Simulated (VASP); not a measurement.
## VASP 6.6.1 run: SiC

INCAR

```
SIGMA = 0.01
NBANDS = 5
LWAVE = .FALSE.
LCHARG = .FALSE.
PREC = Accurate
NSW = 0
NELM = 63
IBRION = -1
ISIF = 2
ALGO = Normal
EDIFF = 1E-7
LREAL = .FALSE.
LASPH = .TRUE.
ENCUT = 520
ISMEAR = 0
METAGGA = R2SCAN
```

KPOINTS

```
KPOINTS created by Atomic Simulation Environment
0
Monkhorst-Pack
10 10 10
0 0 0
```

POSCAR

```
Si C
 1.0000000000000000
     0.0000000000000000    2.0909302570000001    2.0909302570000001
     2.0909302570000001    0.0000000000000000    2.0909302570000001
     2.0909302570000001    2.0909302570000001    0.0000000000000000
 Si  C
   1   1
Cartesian
  0.0000000000000000  0.0000000000000000  0.0000000000000000
  1.0454651285000001  1.0454651285000001  1.0454651285000001
```

The recommended PBE PAW datasets give the neutral cell 8 valence electrons.

Command

```
mpirun -np 1 vasp_std
```

**Question.** How does this run end, and what does it give?

**Answer.** It converged. Results: gap between bands v and c on the k mesh 1.89 eV; least direct gap on the k mesh 5.38 eV; pressure 34.9 GPa. Band v is the last that the valence electrons fill when counted band by band, and c is the next.

OSZICAR

```
N       E                     dE             d eps       ncg     rms          rms(c)
DAV:   1     0.184350452189E+02    0.18435E+02   -0.42917E+03  1150   0.142E+03
DAV:   2    -0.214018237277E+02   -0.39837E+02   -0.37573E+02  1620   0.201E+02
DAV:   3    -0.223379831361E+02   -0.93616E+00   -0.93616E+00  1335   0.416E+01
DAV:   4    -0.223440780964E+02   -0.60950E-02   -0.60950E-02  1745   0.315E+00
DAV:   5    -0.223440880878E+02   -0.99914E-05   -0.99914E-05  1425   0.109E-01    0.107E+01
DAV:   6    -0.190879715774E+02    0.32561E+01   -0.61125E+00  1215   0.251E+01    0.600E+00
DAV:   7    -0.190802561708E+02    0.77154E-02   -0.67003E-01  1470   0.900E+00    0.270E+00
DAV:   8    -0.190918361286E+02   -0.11580E-01   -0.21062E-02  1200   0.241E+00    0.247E-01
DAV:   9    -0.190922341708E+02   -0.39804E-03   -0.99411E-04  1660   0.424E-01    0.142E-01
DAV:  10    -0.190922578253E+02   -0.23655E-04   -0.54996E-05  1180   0.148E-01    0.121E-02
DAV:  11    -0.190922575887E+02    0.23665E-06   -0.38420E-06  1625   0.213E-02    0.528E-03
DAV:  12    -0.190922581618E+02   -0.57312E-06   -0.59904E-07  1250   0.101E-02    0.735E-04
DAV:  13    -0.190922583899E+02   -0.22809E-06   -0.72345E-08   730   0.283E-03    0.153E-04
DAV:  14    -0.190922583894E+02    0.47521E-09   -0.47439E-09   585   0.114E-03
   1 F= -.19092258E+02 E0= -.19092258E+02  d E =-.450779E-21
```

Standard output (part)

```
POSCAR found type information on POSCAR SiC
 POSCAR found :  2 types and       2 ions
 LDA part: xc-table for (None), standard interpolation
 POSCAR, INCAR and KPOINTS ok, starting setup
 WAVECAR not read
 entering main loop
```

The shifted mesh misses Γ, so a band edge there is missed.

For comparison, a separate r²SCAN run of the intended cell, on usual settings and not on those above, gives a gap of 1.64 eV on its mesh and a pressure of 34.9 GPa.
